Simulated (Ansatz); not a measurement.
## Energy ranking of TiH structures

All numbers below come from DFT r2SCAN, scalar-relativistic, plane waves, PAW (Ansatz). All cells share a 500 eV cutoff and Γ-centred k meshes spaced at most 0.3 Å⁻¹ (0.19 for metals, 2π included).

Temperature and zero-point effects are left out. The comparison covers the computed candidates alone. The k mesh leaves about 4 meV/atom of noise in metals. No run is spin-polarised.

| # | started from | space group | atoms | V (Å³/atom) | ΔE (meV/atom) | gap on mesh (eV) | rattle test |
| --- | --- | --- | --- | --- | --- | --- | --- |
| 1 | database cell | P4_2/mmc (No. 131) | 4 | 9.9 | 0 | 0.00 | - |
| 2 | database cell | Fm-3m (No. 225) | 2 | 9.1 | 56 | 0.00 | - |
| 3 | zinc blende type | F-43m (No. 216) | 2 | 10.1 | 72 | 0.00 | - |
| 4 | tungsten carbide type | P-6m2 (No. 187) | 2 | 9.3 | 264 | 0.00 | - |
| 5 | caesium chloride type | Pm-3m (No. 221) | 2 | 9.3 | 633 | 0.00 | falls lower |

The lowest structure: Space group P4_2/mmc (No. 131), tetragonal, a = 2.946 Å, c = 4.561 Å. Ti has 4 H at 1.86 Å; H has 4 Ti at 1.86 Å and 2 H at 2.28 Å. Its energy against the elements is -0.42 eV/atom. Energies over the elements count from the lowest elemental structures computed at the same level (H₂ as a molecule), with no empirical corrections.

```xyz
4
Lattice="2.9459 0.0000 0.0000 0.0000 2.9459 0.0000 0.0000 0.0000 4.5607" Properties=species:S:1:pos:R:3 pbc="T T T"
Ti    1.4730    0.0000    2.2804
Ti    0.0000    1.4730    0.0000
H     0.0000    0.0000    1.1402
H     0.0000    0.0000    3.4206
```

The second: Space group Fm-3m (No. 225), cubic, a = 4.174 Å. Ti is coordinated by 6 H at 2.09 Å; around H lie 6 Ti at 2.09 Å.

Which structure would take over first under pressure, if all were incompressible?

Number 2, Fm-3m (No. 225), has the least ΔE/ΔV: 56 meV/atom over 9.90 − 9.09 Å³/atom, about 11 GPa. This crude estimate ignores compression.